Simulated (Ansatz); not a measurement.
# Mo: compression at zero temperature

The task here is to estimate one member of a computed series from the others.

Computed with Ansatz 0.2.0 (DFT PBE, scalar-relativistic, plane waves, PAW, unless a step's input says otherwise).

1 further run of the same task is left out (set aside as unsound or not needed).

## Starting point

The structure is cubic, space group Im-3m (No. 229). Conventional cell: a = 3.161 Å, b = 3.161 Å, c = 3.161 Å, α = 90.00°, β = 90.00°, γ = 90.00°. Mo (site symmetry m-3m) has 8 Mo at 2.74 Å as nearest neighbours.

Coordinates:

```xyz
1
Lattice="-1.5803 1.5803 1.5803 1.5803 -1.5803 1.5803 1.5803 1.5803 -1.5803" Properties=species:S:1:pos:R:3 pbc="T T T"
Mo    0.0000    0.0000    0.0000
```

It goes back to an entry of the Materials Project.

It is the result of an earlier relaxation at this level (volume 15.79 Å³/atom; gap on the mesh: none (metal)).

The first run:

input.yaml

```yaml
crystal:
  lattice:
    - [-1.5902670579, 1.5902670579, 1.5902670579]
    - [1.5902670579, -1.5902670579, 1.5902670579]
    - [1.5902670579, 1.5902670579, -1.5902670579]
  atoms:
    - { symbol: Mo, position: [0.0, 0.0, 0.0] }
basis:
  ecutwfc: 420
kpoints:
  mp_grid: { grid: [18, 18, 18] }
hamiltonian:
  xc: pbe
scf:
  occupations: { method: gaussian, width: 0.1 }
output:
  forces: true
  stress: true
  eigenvalues: true
relax:
  adjacent_minimum: "off"
  f_tol: 0.008
  max_steps: 50
  cell: { stress_tol: 0.08, p_target: -2.0 }
```

Run with:

```sh
> ansatz run input.yaml --threads 1 --pin off --max-ram 2560MiB --backend cpu --events-out ev --progress --plain --runs-dir out
```

Among the steps run: Target pressure -2 GPa; 2 GPa; Target pressure 5 GPa; Target pressure 10 GPa; Relaxing at 20 GPa; Target pressure 40 GPa.

One table of the session follows, with a row left open; its other results are not shown here.

Lengths are those of the vectors of the cell that was run:

| P (GPa) | V (Å³/atom) | a (Å) | b (Å) | c (Å) | ΔH (eV/atom) |
| --- | --- | --- | --- | --- | --- |
| -2 | 15.91 | 2.744 | 2.744 | 2.744 | -0.198 |
| 0 | 15.79 | 2.737 | 2.737 | 2.737 | 0.000 |
| 2 | 15.66 | 2.730 | 2.730 | 2.730 | 0.196 |
| 5 | ? | ? | ? | ? | ? |
| 10 | 15.23 | 2.705 | 2.705 | 2.705 | 0.967 |
| 20 | 14.77 | 2.677 | 2.677 | 2.677 | 1.903 |
| 40 | 14.01 | 2.631 | 2.631 | 2.631 | 3.697 |

Estimate the missing values for P (GPa) = 5.

Worked estimate for «V (Å³/atom)». A straight line through the neighbours (2, 15.66) and (10, 15.23) gives 15.66 + (15.23 − 15.66) × (5 − 2) / (10 − 2) = 15.50; a parabola fitted to 4 rows on both sides gives 15.49.

The run gave: V (Å³/atom): 15.49; a (Å): 2.720; b (Å): 2.720; c (Å): 2.720; ΔH (eV/atom): 0.488. In «V (Å³/atom)» the line misses by +0.01 and the parabola by 0.00.

ΔH is E + PV over the energy at zero pressure; a, b and c are the vectors of the computed cell. 

Limits of these values: Other structures may take over in this range; these runs cannot find them.
